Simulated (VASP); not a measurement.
# Pt (Im-3m) in VASP: notebook, part 6 of 7

VASP 6.6.1. The steps go on from the part before.

### 105 Equation of state, LDA, 16.38 Å³/atom

File INCAR:

```
PREC = Accurate
ENCUT = 460
EDIFF = 1E-6
ISMEAR = -1
SIGMA = 0.15
LREAL = F
LASPH = T
NELM = 100
ALGO = Normal
ISIF = 2
LWAVE = F
LCHARG = F
GGA = CA
ADDGRID = F
```

File KPOINTS:

```
regular mesh
0
Gamma
  15 15 15
```

File POSCAR:

```
Pt
1.0
   -1.5999063667      1.5999063667      1.5999063667
    1.5999063667     -1.5999063667      1.5999063667
    1.5999063667      1.5999063667     -1.5999063667
Pt
1
Direct
    0.0000000000      0.0000000000      0.0000000000
```

Potentials or basis: VASP PAW LDA potentials, release 64 (Pt).

Run with:

```console
> cat potpaw_LDA.64/Pt/POTCAR > POTCAR
> mpirun -np 1 vasp_std > vasp.out
```

Run time: 8.5 s. Hardware: 1 thread of Intel Xeon Platinum 8488C (Sapphire Rapids), shared host; peak memory 0.13 GiB.

The run converged, but some of its settings lie outside the range that counts as converged, so its numbers aren't taken as properties of the crystal.

What came out:

* Free energy: -7.3312 eV
* Pressure: -20.4 GPa
* Band gap on the k mesh: none (metal or under the smearing width)

### 106 Equation of state, LDA, 15.43 Å³/atom

Edit INCAR of step 105 so:

```diff
@@ -1,5 +1,5 @@
 PREC = Accurate
-ENCUT = 460
+ENCUT = 900
 EDIFF = 1E-6
-ISMEAR = -1
+ISMEAR = 1
 SIGMA = 0.15
```

File KPOINTS:

```
regular mesh
0
Gamma
  11 11 11
```

File POSCAR:

```
Pt
1.0
   -1.5682166836      1.5682166836      1.5682166836
    1.5682166836     -1.5682166836      1.5682166836
    1.5682166836      1.5682166836     -1.5682166836
Pt
1
Direct
    0.0000000000      0.0000000000      0.0000000000
```

Run with:

```console
> cat potpaw_LDA.64/Pt/POTCAR > POTCAR
> mpirun -np 1 vasp_std > vasp.out
```

It took 13 s on 1 thread of Intel Xeon Platinum 8488C (Sapphire Rapids), shared host; peak memory 0.16 GiB.

These settings aren't checked as converged: the numbers below hold their error.

What came out:

```yaml
Free_energy: -7.3502 eV
Pressure: -8.2 GPa
Band_gap_on_the_k_mesh: none (metal or under the smearing width)
```

### 107 Equation of state, LDA, 16.38 Å³/atom

INCAR is that of step 106.

KPOINTS is that of step 106.

File POSCAR:

```
Pt
1.0
   -1.5999063667      1.5999063667      1.5999063667
    1.5999063667     -1.5999063667      1.5999063667
    1.5999063667      1.5999063667     -1.5999063667
Pt
1
Direct
    0.0000000000      0.0000000000      0.0000000000
```

Run with:

```console
> cat potpaw_LDA.64/Pt/POTCAR > POTCAR
> mpirun -np 1 vasp_std > vasp.out
```

Run time: 12 s. Hardware: 1 thread of Intel Xeon Platinum 8488C (Sapphire Rapids), shared host; peak memory 0.15 GiB.

These settings aren't checked as converged: the numbers below hold their error.

What came out:

* Free energy: -7.2623 eV
* Pressure: -20.5 GPa
* Band gap on the k mesh: none (metal or under the smearing width)

### 108 Equation of state, LDA, 15.43 Å³/atom

Edit INCAR of step 107 so:

```diff
@@ -1,3 +1,3 @@
 PREC = Accurate
-ENCUT = 900
+ENCUT = 520
 EDIFF = 1E-6
```

File KPOINTS:

```
regular mesh
0
Gamma
  15 15 15
```

File POSCAR:

```
Pt
1.0
   -1.5682166836      1.5682166836      1.5682166836
    1.5682166836     -1.5682166836      1.5682166836
    1.5682166836      1.5682166836     -1.5682166836
Pt
1
Direct
    0.0000000000      0.0000000000      0.0000000000
```

Potentials or basis: VASP PAW LDA potentials, release 64 (Pt).

Run with:

```console
> cat potpaw_LDA.64/Pt/POTCAR > POTCAR
> mpirun -np 1 vasp_std > vasp.out
```

It took 8.9 s on 1 thread of Intel Xeon Platinum 8488C (Sapphire Rapids), shared host; peak memory 0.13 GiB.

These settings aren't checked as converged: the numbers below hold their error.

What came out:

```yaml
Free_energy: -7.3862 eV
Pressure: -8.7 GPa
Band_gap_on_the_k_mesh: none (metal or under the smearing width)
```

### 109 Equation of state, LDA, 16.38 Å³/atom

INCAR is that of step 108.

KPOINTS is that of step 108.

File POSCAR:

```
Pt
1.0
   -1.5999063667      1.5999063667      1.5999063667
    1.5999063667     -1.5999063667      1.5999063667
    1.5999063667      1.5999063667     -1.5999063667
Pt
1
Direct
    0.0000000000      0.0000000000      0.0000000000
```

Run with:

```console
> cat potpaw_LDA.64/Pt/POTCAR > POTCAR
> mpirun -np 1 vasp_std > vasp.out
```

It took 9.5 s on 1 thread of Intel Xeon Platinum 8488C (Sapphire Rapids), shared host; peak memory 0.14 GiB.

These settings aren't checked as converged: the numbers below hold their error.

What came out:

```yaml
Free_energy: -7.2954 eV
Pressure: -21.2 GPa
Band_gap_on_the_k_mesh: none (metal or under the smearing width)
```

### 110 Equation of state, LDA, 15.43 Å³/atom

Edit INCAR of step 109 so:

```diff
@@ -1,2 +1,2 @@
-PREC = Accurate
+PREC = Low
 ENCUT = 520
```

KPOINTS is that of step 109.

File POSCAR:

```
Pt
1.0
   -1.5682166836      1.5682166836      1.5682166836
    1.5682166836     -1.5682166836      1.5682166836
    1.5682166836      1.5682166836     -1.5682166836
Pt
1
Direct
    0.0000000000      0.0000000000      0.0000000000
```

Run with:

```console
> cat potpaw_LDA.64/Pt/POTCAR > POTCAR
> mpirun -np 1 vasp_std > vasp.out
```

It took 4.6 s on 1 thread of Intel Xeon Platinum 8488C (Sapphire Rapids), shared host; peak memory 0.11 GiB.

These settings aren't checked as converged: the numbers below hold their error.

What came out:

```
Free energy            : -7.3865 eV
Pressure               : -8.7 GPa
Band gap on the k mesh : none (metal or under the smearing width)
```

### 111 Equation of state, LDA, 16.38 Å³/atom

INCAR is that of step 110.

KPOINTS is that of step 110.

File POSCAR:

```
Pt
1.0
   -1.5999063667      1.5999063667      1.5999063667
    1.5999063667     -1.5999063667      1.5999063667
    1.5999063667      1.5999063667     -1.5999063667
Pt
1
Direct
    0.0000000000      0.0000000000      0.0000000000
```

Potentials or basis: VASP PAW LDA potentials, release 64 (Pt).

Run with:

```console
> cat potpaw_LDA.64/Pt/POTCAR > POTCAR
> mpirun -np 1 vasp_std > vasp.out
```

Run time: 4.5 s. Hardware: 1 thread of Intel Xeon Platinum 8488C (Sapphire Rapids), shared host; peak memory 0.11 GiB.

The run converged, but some of its settings lie outside the range that counts as converged, so its numbers aren't taken as properties of the crystal.

Results:

```yaml
Free_energy: -7.2957 eV
Pressure: -21.2 GPa
Band_gap_on_the_k_mesh: none (metal or under the smearing width)
```

### 112 Equation of state, LDA, 15.43 Å³/atom

Edit INCAR of step 111 so:

```diff
@@ -1,2 +1,2 @@
-PREC = Low
+PREC = Normal
 ENCUT = 520
```

KPOINTS is that of step 111.

File POSCAR:

```
Pt
1.0
   -1.5682166836      1.5682166836      1.5682166836
    1.5682166836     -1.5682166836      1.5682166836
    1.5682166836      1.5682166836     -1.5682166836
Pt
1
Direct
    0.0000000000      0.0000000000      0.0000000000
```

Run with:

```console
> cat potpaw_LDA.64/Pt/POTCAR > POTCAR
> mpirun -np 1 vasp_std > vasp.out
```

Run time: 5.6 s. Hardware: 1 thread of Intel Xeon Platinum 8488C (Sapphire Rapids), shared host; peak memory 0.12 GiB.

The run converged, but some of its settings lie outside the range that counts as converged, so its numbers aren't taken as properties of the crystal.

Results:

```
Free energy            : -7.3862 eV
Pressure               : -8.7 GPa
Band gap on the k mesh : none (metal or under the smearing width)
```

### 113 Equation of state, LDA, 16.38 Å³/atom

INCAR is that of step 112.

KPOINTS is that of step 112.

File POSCAR:

```
Pt
1.0
   -1.5999063667      1.5999063667      1.5999063667
    1.5999063667     -1.5999063667      1.5999063667
    1.5999063667      1.5999063667     -1.5999063667
Pt
1
Direct
    0.0000000000      0.0000000000      0.0000000000
```

Run with:

```console
> cat potpaw_LDA.64/Pt/POTCAR > POTCAR
> mpirun -np 1 vasp_std > vasp.out
```

Wall time 5.2 s (1 thread of Intel Xeon Platinum 8488C (Sapphire Rapids), shared host); peak memory 0.12 GiB.

These settings aren't checked as converged: the numbers below hold their error.

What came out:

| Quantity | Value |
| --- | --- |
| Free energy | -7.2954 eV |
| Pressure | -21.2 GPa |
| Band gap on the k mesh | none (metal or under the smearing width) |

### 114 Equation of state, LDA, 15.43 Å³/atom

Edit INCAR of step 113 so:

```diff
@@ -1,2 +1,2 @@
-PREC = Normal
+PREC = Accurate
 ENCUT = 520
@@ -5,3 +5,3 @@
 SIGMA = 0.15
-LREAL = F
+LREAL = Auto
 LASPH = T
```

KPOINTS is that of step 113.

File POSCAR:

```
Pt
1.0
   -1.5682166836      1.5682166836      1.5682166836
    1.5682166836     -1.5682166836      1.5682166836
    1.5682166836      1.5682166836     -1.5682166836
Pt
1
Direct
    0.0000000000      0.0000000000      0.0000000000
```

Potentials or basis: VASP PAW LDA potentials, release 64 (Pt).

Run with:

```console
> cat potpaw_LDA.64/Pt/POTCAR > POTCAR
> mpirun -np 1 vasp_std > vasp.out
```

Wall time 16 s (1 thread of Intel Xeon Platinum 8488C (Sapphire Rapids), shared host); peak memory 0.13 GiB.

These settings aren't checked as converged: the numbers below hold their error.

What came out:

```yaml
Free_energy: -7.3868 eV
Pressure: -8.9 GPa
Band_gap_on_the_k_mesh: none (metal or under the smearing width)
```

### 115 Equation of state, LDA, 16.38 Å³/atom

INCAR is that of step 114.

KPOINTS is that of step 114.

File POSCAR:

```
Pt
1.0
   -1.5999063667      1.5999063667      1.5999063667
    1.5999063667     -1.5999063667      1.5999063667
    1.5999063667      1.5999063667     -1.5999063667
Pt
1
Direct
    0.0000000000      0.0000000000      0.0000000000
```

Run with:

```console
> cat potpaw_LDA.64/Pt/POTCAR > POTCAR
> mpirun -np 1 vasp_std > vasp.out
```

It took 29 s on 1 thread of Intel Xeon Platinum 8488C (Sapphire Rapids), shared host; peak memory 0.14 GiB.

These settings aren't checked as converged: the numbers below hold their error.

Results:

* Free energy: -7.2959 eV
* Pressure: -21.2 GPa
* Band gap on the k mesh: none (metal or under the smearing width)

### 116 Equation of state, LDA, 15.43 Å³/atom

Edit INCAR of step 115 so:

```diff
@@ -2,6 +2,6 @@
 ENCUT = 520
-EDIFF = 1E-6
+EDIFF = 1E-4
 ISMEAR = 1
 SIGMA = 0.15
-LREAL = Auto
+LREAL = F
 LASPH = T
```

KPOINTS is that of step 115.

File POSCAR:

```
Pt
1.0
   -1.5682166836      1.5682166836      1.5682166836
    1.5682166836     -1.5682166836      1.5682166836
    1.5682166836      1.5682166836     -1.5682166836
Pt
1
Direct
    0.0000000000      0.0000000000      0.0000000000
```

Run with:

```console
> cat potpaw_LDA.64/Pt/POTCAR > POTCAR
> mpirun -np 1 vasp_std > vasp.out
```

Run time: 8.3 s. Hardware: 1 thread of Intel Xeon Platinum 8488C (Sapphire Rapids), shared host; peak memory 0.12 GiB.

These settings aren't checked as converged: the numbers below hold their error.

What came out:

- Free energy: -7.3862 eV
- Pressure: -8.7 GPa
- Band gap on the k mesh: none (metal or under the smearing width)

### 117 Equation of state, LDA, 16.38 Å³/atom

INCAR is that of step 116.

KPOINTS is that of step 116.

File POSCAR:

```
Pt
1.0
   -1.5999063667      1.5999063667      1.5999063667
    1.5999063667     -1.5999063667      1.5999063667
    1.5999063667      1.5999063667     -1.5999063667
Pt
1
Direct
    0.0000000000      0.0000000000      0.0000000000
```

Potentials or basis: VASP PAW LDA potentials, release 64 (Pt).

Run with:

```console
> cat potpaw_LDA.64/Pt/POTCAR > POTCAR
> mpirun -np 1 vasp_std > vasp.out
```

It took 8.4 s on 1 thread of Intel Xeon Platinum 8488C (Sapphire Rapids), shared host; peak memory 0.13 GiB.

The run converged, but some of its settings lie outside the range that counts as converged, so its numbers aren't taken as properties of the crystal.

What came out:

```yaml
Free_energy: -7.2954 eV
Pressure: -21.1 GPa
Band_gap_on_the_k_mesh: none (metal or under the smearing width)
```

### 118 Equation of state, LDA, 15.43 Å³/atom

Edit INCAR of step 117 so:

```diff
@@ -2,5 +2,5 @@
 ENCUT = 520
-EDIFF = 1E-4
+EDIFF = 1E-6
 ISMEAR = 1
-SIGMA = 0.15
+SIGMA = 0.1
 LREAL = F
```

KPOINTS is that of step 117.

File POSCAR:

```
Pt
1.0
   -1.5682166836      1.5682166836      1.5682166836
    1.5682166836     -1.5682166836      1.5682166836
    1.5682166836      1.5682166836     -1.5682166836
Pt
1
Direct
    0.0000000000      0.0000000000      0.0000000000
```

Run with:

```console
> cat potpaw_LDA.64/Pt/POTCAR > POTCAR
> mpirun -np 1 vasp_std > vasp.out
```

It took 7.9 s on 1 thread of Intel Xeon Platinum 8488C (Sapphire Rapids), shared host; peak memory 0.12 GiB.

The run converged, but some of its settings lie outside the range that counts as converged, so its numbers aren't taken as properties of the crystal.

What came out:

| Property | Result |
| --- | --- |
| Free energy | -7.3860 eV |
| Pressure | -8.8 GPa |
| Band gap on the k mesh | none (metal or under the smearing width) |

### 119 Equation of state, LDA, 16.38 Å³/atom

INCAR is that of step 118.

KPOINTS is that of step 118.

File POSCAR:

```
Pt
1.0
   -1.5999063667      1.5999063667      1.5999063667
    1.5999063667     -1.5999063667      1.5999063667
    1.5999063667      1.5999063667     -1.5999063667
Pt
1
Direct
    0.0000000000      0.0000000000      0.0000000000
```

Run with:

```console
> cat potpaw_LDA.64/Pt/POTCAR > POTCAR
> mpirun -np 1 vasp_std > vasp.out
```

Wall time 8.8 s (1 thread of Intel Xeon Platinum 8488C (Sapphire Rapids), shared host); peak memory 0.14 GiB.

These settings aren't checked as converged: the numbers below hold their error.

Results:

| Item | Value |
| --- | --- |
| Free energy | -7.2953 eV |
| Pressure | -21.1 GPa |
| Band gap on the k mesh | none (metal or under the smearing width) |

### 120 Equation of state, LDA, 15.43 Å³/atom

Edit INCAR of step 119 so:

```diff
@@ -1,6 +1,6 @@
 PREC = Accurate
-ENCUT = 520
+ENCUT = 650
 EDIFF = 1E-6
 ISMEAR = 1
-SIGMA = 0.1
+SIGMA = 0.15
 LREAL = F
```

KPOINTS is that of step 119.

File POSCAR:

```
Pt
1.0
   -1.5682166836      1.5682166836      1.5682166836
    1.5682166836     -1.5682166836      1.5682166836
    1.5682166836      1.5682166836     -1.5682166836
Pt
1
Direct
    0.0000000000      0.0000000000      0.0000000000
```

Potentials or basis: VASP PAW LDA potentials, release 64 (Pt).

Run with:

```console
> cat potpaw_LDA.64/Pt/POTCAR > POTCAR
> mpirun -np 1 vasp_std > vasp.out
```

Wall time 9.3 s (1 thread of Intel Xeon Platinum 8488C (Sapphire Rapids), shared host); peak memory 0.15 GiB.

These settings aren't checked as converged: the numbers below hold their error.

Results:

```
Free energy            : -7.3863 eV
Pressure               : -8.6 GPa
Band gap on the k mesh : none (metal or under the smearing width)
```

### 121 Equation of state, LDA, 16.38 Å³/atom

INCAR is that of step 120.

KPOINTS is that of step 120.

File POSCAR:

```
Pt
1.0
   -1.5999063667      1.5999063667      1.5999063667
    1.5999063667     -1.5999063667      1.5999063667
    1.5999063667      1.5999063667     -1.5999063667
Pt
1
Direct
    0.0000000000      0.0000000000      0.0000000000
```

Run with:

```console
> cat potpaw_LDA.64/Pt/POTCAR > POTCAR
> mpirun -np 1 vasp_std > vasp.out
```

Run time: 11 s. Hardware: 1 thread of Intel Xeon Platinum 8488C (Sapphire Rapids), shared host; peak memory 0.15 GiB.

These settings aren't checked as converged: the numbers below hold their error.

What came out:

| Property | Result |
| --- | --- |
| Free energy | -7.2955 eV |
| Pressure | -21.0 GPa |
| Band gap on the k mesh | none (metal or under the smearing width) |

### 122 Equation of state, LDA, 15.43 Å³/atom

Edit INCAR of step 121 so:

```diff
@@ -4,3 +4,3 @@
 ISMEAR = 1
-SIGMA = 0.15
+SIGMA = 0.1
 LREAL = F
```

KPOINTS is that of step 121.

File POSCAR:

```
Pt
1.0
   -1.5682166836      1.5682166836      1.5682166836
    1.5682166836     -1.5682166836      1.5682166836
    1.5682166836      1.5682166836     -1.5682166836
Pt
1
Direct
    0.0000000000      0.0000000000      0.0000000000
```

Run with:

```console
> cat potpaw_LDA.64/Pt/POTCAR > POTCAR
> mpirun -np 1 vasp_std > vasp.out
```

It took 9.7 s on 1 thread of Intel Xeon Platinum 8488C (Sapphire Rapids), shared host; peak memory 0.15 GiB.

These settings aren't checked as converged: the numbers below hold their error.

Results:

```
Free energy            : -7.3861 eV
Pressure               : -8.6 GPa
Band gap on the k mesh : none (metal or under the smearing width)
```

### 123 Equation of state, LDA, 16.38 Å³/atom

INCAR is that of step 122.

KPOINTS is that of step 122.

File POSCAR:

```
Pt
1.0
   -1.5999063667      1.5999063667      1.5999063667
    1.5999063667     -1.5999063667      1.5999063667
    1.5999063667      1.5999063667     -1.5999063667
Pt
1
Direct
    0.0000000000      0.0000000000      0.0000000000
```

Potentials or basis: VASP PAW LDA potentials, release 64 (Pt).

Run with:

```console
> cat potpaw_LDA.64/Pt/POTCAR > POTCAR
> mpirun -np 1 vasp_std > vasp.out
```

It took 14 s on 1 thread of Intel Xeon Platinum 8488C (Sapphire Rapids), shared host; peak memory 0.15 GiB.

These settings aren't checked as converged: the numbers below hold their error.

Results:

```yaml
Free_energy: -7.2953 eV
Pressure: -21.0 GPa
Band_gap_on_the_k_mesh: none (metal or under the smearing width)
```

### 124 Equation of state, LDA, 15.43 Å³/atom

Edit INCAR of step 123 so:

```diff
@@ -1,6 +1,6 @@
 PREC = Accurate
-ENCUT = 650
+ENCUT = 460
 EDIFF = 1E-6
 ISMEAR = 1
-SIGMA = 0.1
+SIGMA = 0.15
 LREAL = F
```

File KPOINTS:

```
regular mesh
0
Gamma
  18 18 18
```

File POSCAR:

```
Pt
1.0
   -1.5682166836      1.5682166836      1.5682166836
    1.5682166836     -1.5682166836      1.5682166836
    1.5682166836      1.5682166836     -1.5682166836
Pt
1
Direct
    0.0000000000      0.0000000000      0.0000000000
```

Run with:

```console
> cat potpaw_LDA.64/Pt/POTCAR > POTCAR
> mpirun -np 1 vasp_std > vasp.out
```

Wall time 12 s (1 thread of Intel Xeon Platinum 8488C (Sapphire Rapids), shared host); peak memory 0.14 GiB.

The run converged, but some of its settings lie outside the range that counts as converged, so its numbers aren't taken as properties of the crystal.

What came out:

```
Free energy            : -7.3810 eV
Pressure               : -8.5 GPa
Band gap on the k mesh : none (metal or under the smearing width)
```

### 125 Equation of state, LDA, 16.38 Å³/atom

INCAR is that of step 124.

KPOINTS is that of step 124.

File POSCAR:

```
Pt
1.0
   -1.5999063667      1.5999063667      1.5999063667
    1.5999063667     -1.5999063667      1.5999063667
    1.5999063667      1.5999063667     -1.5999063667
Pt
1
Direct
    0.0000000000      0.0000000000      0.0000000000
```

Run with:

```console
> cat potpaw_LDA.64/Pt/POTCAR > POTCAR
> mpirun -np 1 vasp_std > vasp.out
```

Wall time 12 s (1 thread of Intel Xeon Platinum 8488C (Sapphire Rapids), shared host); peak memory 0.14 GiB.

These settings aren't checked as converged: the numbers below hold their error.

Results:

| Quantity | Value |
| --- | --- |
| Free energy | -7.2903 eV |
| Pressure | -21.1 GPa |
| Band gap on the k mesh | none (metal or under the smearing width) |

### 126 Equation of state, LDA, 15.43 Å³/atom

Edit INCAR of step 125 so:

```diff
@@ -1,3 +1,3 @@
 PREC = Accurate
-ENCUT = 460
+ENCUT = 520
 EDIFF = 1E-6
```

KPOINTS is that of step 125.

File POSCAR:

```
Pt
1.0
   -1.5682166836      1.5682166836      1.5682166836
    1.5682166836     -1.5682166836      1.5682166836
    1.5682166836      1.5682166836     -1.5682166836
Pt
1
Direct
    0.0000000000      0.0000000000      0.0000000000
```

Potentials or basis: VASP PAW LDA potentials, release 64 (Pt).

Run with:

```console
> cat potpaw_LDA.64/Pt/POTCAR > POTCAR
> mpirun -np 1 vasp_std > vasp.out
```

It took 12 s on 1 thread of Intel Xeon Platinum 8488C (Sapphire Rapids), shared host; peak memory 0.14 GiB.

The run converged, but some of its settings lie outside the range that counts as converged, so its numbers aren't taken as properties of the crystal.

What came out:

| Property | Result |
| --- | --- |
| Free energy | -7.3808 eV |
| Pressure | -8.6 GPa |
| Band gap on the k mesh | none (metal or under the smearing width) |

### 127 Equation of state, LDA, 16.38 Å³/atom

INCAR is that of step 126.

KPOINTS is that of step 126.

File POSCAR:

```
Pt
1.0
   -1.5999063667      1.5999063667      1.5999063667
    1.5999063667     -1.5999063667      1.5999063667
    1.5999063667      1.5999063667     -1.5999063667
Pt
1
Direct
    0.0000000000      0.0000000000      0.0000000000
```

Run with:

```console
> cat potpaw_LDA.64/Pt/POTCAR > POTCAR
> mpirun -np 1 vasp_std > vasp.out
```

It took 14 s on 1 thread of Intel Xeon Platinum 8488C (Sapphire Rapids), shared host; peak memory 0.15 GiB.

These settings aren't checked as converged: the numbers below hold their error.

What came out:

* Free energy: -7.2901 eV
* Pressure: -21.2 GPa
* Band gap on the k mesh: none (metal or under the smearing width)

### 128 Equation of state, LDA, 15.43 Å³/atom

Edit INCAR of step 127 so:

```diff
@@ -4,3 +4,3 @@
 ISMEAR = 1
-SIGMA = 0.15
+SIGMA = 0.1
 LREAL = F
```

KPOINTS is that of step 127.

File POSCAR:

```
Pt
1.0
   -1.5682166836      1.5682166836      1.5682166836
    1.5682166836     -1.5682166836      1.5682166836
    1.5682166836      1.5682166836     -1.5682166836
Pt
1
Direct
    0.0000000000      0.0000000000      0.0000000000
```

Run with:

```console
> cat potpaw_LDA.64/Pt/POTCAR > POTCAR
> mpirun -np 1 vasp_std > vasp.out
```

Run time: 12 s. Hardware: 1 thread of Intel Xeon Platinum 8488C (Sapphire Rapids), shared host; peak memory 0.14 GiB.

The run converged, but some of its settings lie outside the range that counts as converged, so its numbers aren't taken as properties of the crystal.

Results:

```
Free energy            : -7.3814 eV
Pressure               : -8.6 GPa
Band gap on the k mesh : none (metal or under the smearing width)
```

(Part 6 of 7 ends here.)
